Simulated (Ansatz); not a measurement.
## Compressing In: a fit and a missing row

In, P6_3/mmc, a = 3.329 Å, c = 5.468 Å. This isn't the element's structure at ambient conditions. Ansatz: PBE+D3(BJ), PAW, 420 eV, Γ-centred 15×15×8 mesh on 2 atoms, Gaussian smearing 0.10 eV; no spin polarisation. Shape and atoms are relaxed at each volume; pressure is positive in compression.

```
V (Å³/atom) P (GPa)
     23.089        ?
     23.877     4.86
     24.664     2.96
     25.451     1.36
     26.238     0.02
     27.025    -1.09
     27.812    -2.01
     28.862    -2.98
```

Problem. Take V0 = 26.238 Å³/atom, count pressures from its P0 = 0.02 GPa, fit the third-order Birch–Murnaghan form to the other rows, and predict the missing pressure.

Solution. With the Eulerian strain f = ½[(V0/V)^(2/3) − 1] and y = (P − P0)/[3f(1 + 2f)^(5/2)], the form is the line y = B0 + 1.5 B0 (B0′ − 4) f. Rows (f, y): 0.03244, 42.5; 0.02105, 42.0; 0.01025, 41.4; -0.00975, 39.9; -0.01905, 39.1; -0.03078, 38.1. Means f = 0.0006933, y = 40.500; Σ(Δf)² = 0.003003, ΣΔfΔy = 0.2121; the slope is their ratio. y = 40.45 + 70.62 f GPa, so B0 = 40.5 GPa and B0′ = 4 + 2 × (70.62)/(3 × 40.45) = 5.16. At V = 23.089, f = 0.04449, y = 43.59 and P = 7.22 GPa. The run gave 7.19 GPa, so the fit is 0.03 GPa too high, a small miss on the scale of the series.